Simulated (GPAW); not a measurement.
Wanted: an ASE script for a GPAW 26.7.0 run.

| Property | Result |
| --- | --- |
| Task | band structure |
| Functional | PBEsol |
| Potentials or basis | PAW data sets generated in the run's folder for this functional |
| Cutoff | 600 eV |
| Basis | pw |
| k mesh | 8 × 8 × 3 |
| Occupations | fermi-dirac, width 0.05 eV |
| Spin | no spin polarisation |
| Maxiter | 150 |
| Band path | GMKGALHA,LM,KH |
| Band points | 60 |

The system is Ti3Al.

```
CELL_PARAMETERS angstrom
2.92754 0.00000 0.00000
-1.46377 2.53533 0.00000
0.00000 0.00000 9.22636
ATOMIC_POSITIONS crystal
Ti 0.33333 0.66667 0.24941
Ti 0.33333 0.66667 0.75059
Ti 0.66667 0.33333 0.00000
Al 0.66667 0.33333 0.50000
```

The cell comes from a database or a generator and needn't be the stable form of this composition.

One way to write it, as run:

run.py

```python
from ase import Atoms
from ase.dft.bandgap import bandgap
from ase.io import write
from ase.units import GPa
from gpaw import GPAW, PW, setup_paths

setup_paths.insert(0, '.')

atoms = Atoms(['Ti', 'Ti', 'Ti', 'Al'],
              cell=[[2.9275422229, 0.0, 0.0],
                    [-1.4637711114, 2.5353259357, 0.0],
                    [0.0, 0.0, 9.226362]],
              scaled_positions=[[0.3333333333, 0.6666666667, 0.249406],
                                [0.3333333333, 0.6666666667, 0.750594],
                                [0.6666666667, 0.3333333333, 0.0],
                                [0.6666666667, 0.3333333333, 0.5]],
              pbc=True)

calc = GPAW(mode=PW(600),
            xc='PBEsol',
            kpts={'size': (8, 8, 3), 'gamma': True},
            occupations={'name': 'fermi-dirac', 'width': 0.05},
            nbands=37,
            convergence={'density': 1e-05, 'energy': 1e-05},
            maxiter=150,
            txt='gpaw.txt')
atoms.calc = calc
energy = atoms.get_potential_energy()
forces = atoms.get_forces()
stress = atoms.get_stress()
calc.write('gs.gpw')
write('result.traj', atoms)
print(f'Energy: {energy:.6f} eV')
print('Forces (eV/A):')
print(forces.round(4))
print('Stress (GPa):', (stress / GPa).round(3))
print('Fermi level:', round(calc.get_fermi_level(), 4), 'eV')
print(f'Gap: {bandgap(calc)[0]:.4f} eV, direct: {bandgap(calc, direct=True)[0]:.4f} eV')

path = atoms.cell.bandpath('GMKGALHA,LM,KH', npoints=60, eps=1e-4)
bs_calc = calc.fixed_density(kpts=path, symmetry='off', nbands=54,
                             convergence={'bands': 'CBM+6.0', 'eigenstates': 1e-6}, txt='bands.txt')
bs = bs_calc.band_structure()
bs.write('bs.json')
print(f'Gap on the path: {bandgap(bs_calc)[0]:.4f} eV')
```

Potentials or basis: PAW data sets generated in the run's folder for this functional, pw.

Run with:

```bash
$ gpaw-setup -f PBEsol Al Ti
$ OMP_NUM_THREADS=1 python run.py
```

It gave:

The pressure is -3.8 GPa and the largest force is 0.067 eV/Å. The band gap along the path is none (metal or under the smearing width).

Run time: 100 s on 1 thread of AMD EPYC 7R43 64-Core Processor (Zen 3), with other jobs on the host, peak memory 0.38 GiB.
